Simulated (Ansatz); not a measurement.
# Si: the cost of one run

Program: Ansatz 0.2.0. Level of theory: DFT PBE, scalar-relativistic, plane waves, PAW. These are calculated values, not measurements.

2 further runs of the same task are left out: 2 set aside as unsound or not needed.

**1. Starting point**

The cell holds 24 atoms (Si24): a = 7.719 Å, b = 7.787 Å, c = 7.532 Å, α = 86.04°, β = 89.99°, γ = 90.66°.

It is the last frame of an earlier stage of the same melt, run at 1000 K.

As a file:

```cif
data_structure
_symmetry_space_group_name_H-M 'P 1'
_symmetry_Int_Tables_number 1
_cell_length_a 7.7192
_cell_length_b 7.7869
_cell_length_c 7.5323
_cell_angle_alpha 86.037
_cell_angle_beta 89.991
_cell_angle_gamma 90.655
_cell_volume 451.64
loop_
_atom_site_label
_atom_site_type_symbol
_atom_site_fract_x
_atom_site_fract_y
_atom_site_fract_z
_atom_site_occupancy
Si1 Si 0.89406 0.75731 0.12598 1
Si2 Si 0.07783 0.34991 0.71345 1
Si3 Si 0.19591 0.83818 0.82781 1
Si4 Si 0.46275 0.94619 0.26955 1
Si5 Si 0.76127 0.53544 0.67147 1
Si6 Si 0.17245 0.45250 0.14873 1
Si7 Si 0.46442 0.13710 0.59934 1
Si8 Si 0.81724 0.15376 0.02098 1
Si9 Si 0.02632 0.68439 0.39385 1
Si10 Si 0.46479 0.48018 0.57850 1
Si11 Si 0.45158 0.56096 0.23878 1
Si12 Si 0.67714 0.26913 0.36919 1
Si13 Si 0.29727 0.76497 0.55906 1
Si14 Si 0.59583 0.36020 0.07014 1
Si15 Si 0.05790 0.00389 0.02604 1
Si16 Si 0.10439 0.09344 0.55178 1
Si17 Si 0.89196 0.48315 0.97820 1
Si18 Si 0.96803 0.39589 0.42813 1
Si19 Si 0.68607 0.99724 0.79237 1
Si20 Si 0.78253 0.97638 0.32697 1
Si21 Si 0.45861 0.82426 0.98354 1
Si22 Si 0.19606 0.17033 0.25650 1
Si23 Si 0.88020 0.85504 0.59668 1
Si24 Si 0.34145 0.27914 0.87950 1
```

**2. Stage at 300 K**

One k point, a Fermi-Dirac width of 0.050 eV and a fixed cell.

input.yaml reads:

```yaml
crystal:
  lattice:
    - [7.71905, -0.04436, 0.001374]
    - [-0.04436, 7.782271, 0.26479]
    - [0.001374, 0.26479, 7.527629]
  atoms:
    - { symbol: Si, position: [0.894059334, 0.7573138772, 0.1259765958] }
    - { symbol: Si, position: [0.0778263346, 0.34990539, 0.7134455685] }
    - { symbol: Si, position: [0.1959075418, 0.8381785982, 0.8278094998] }
    - { symbol: Si, position: [0.4627529493, 0.9461888117, 0.2695534347] }
    - { symbol: Si, position: [0.7612732707, 0.5354445866, 0.6714747893] }
    - { symbol: Si, position: [0.1724534802, 0.4525011969, 0.1487291324] }
    - { symbol: Si, position: [0.4644242814, 0.1370969329, 0.5993379714] }
    - { symbol: Si, position: [0.8172402835, 0.1537600614, 0.0209777312] }
    - { symbol: Si, position: [0.0263232049, 0.6843903656, 0.39384963] }
    - { symbol: Si, position: [0.4647931978, 0.4801832261, 0.5784959686] }
    - { symbol: Si, position: [0.4515764478, 0.5609601713, 0.2387804771] }
    - { symbol: Si, position: [0.677139496, 0.2691299936, 0.3691938733] }
    - { symbol: Si, position: [0.2972737929, 0.7649661734, 0.5590609836] }
    - { symbol: Si, position: [0.5958325243, 0.3601988443, 0.0701377029] }
    - { symbol: Si, position: [0.0578988522, 0.0038919266, 0.0260428698] }
    - { symbol: Si, position: [0.1043940079, 0.093443184, 0.5517842178] }
    - { symbol: Si, position: [0.8919579163, 0.4831480851, 0.9781985798] }
    - { symbol: Si, position: [0.9680287638, 0.3958912634, 0.4281307424] }
    - { symbol: Si, position: [0.6860738292, 0.9972447547, 0.792365417] }
    - { symbol: Si, position: [0.7825331489, 0.9763802296, 0.3269682027] }
    - { symbol: Si, position: [0.458608596, 0.8242642049, 0.9835385679] }
    - { symbol: Si, position: [0.1960567465, 0.1703312695, 0.2564979995] }
    - { symbol: Si, position: [0.8801967508, 0.8550353422, 0.5966810827] }
    - { symbol: Si, position: [0.3414510129, 0.2791354353, 0.8794954858] }
  symmetry: { detect: false }
basis:
  ecutwfc: 420
kpoints:
  mp_grid: { grid: [1, 1, 1], shift: [0.25, 0.25, 0.25] }
hamiltonian:
  xc: pbe
scf:
  occupations: { method: fermi_dirac, width: 0.05 }
  lower_state_search: "off"
  convergence: { dr2_threshold: 1.0e-06 }
output:
  forces: true
  stress: true
md:
  timestep: 3.0
  n_steps: 250
  ensemble: nvt_langevin
  friction: 0.03
  temperature: 300.0
  initial_velocities: maxwell_boltzmann
  seed: 93921
```

Run with:

```bash
> ansatz run input.yaml --threads 2 --pin off --max-ram 5120MiB --backend cpu --events-out ev --progress --plain --runs-dir out
```

**Question.** How long does this run take on 2 threads of Intel Xeon 6975P-C (Granite Rapids), shared host, and how much memory does it need?

About 3.6 min, with a peak of 0.57 GiB.
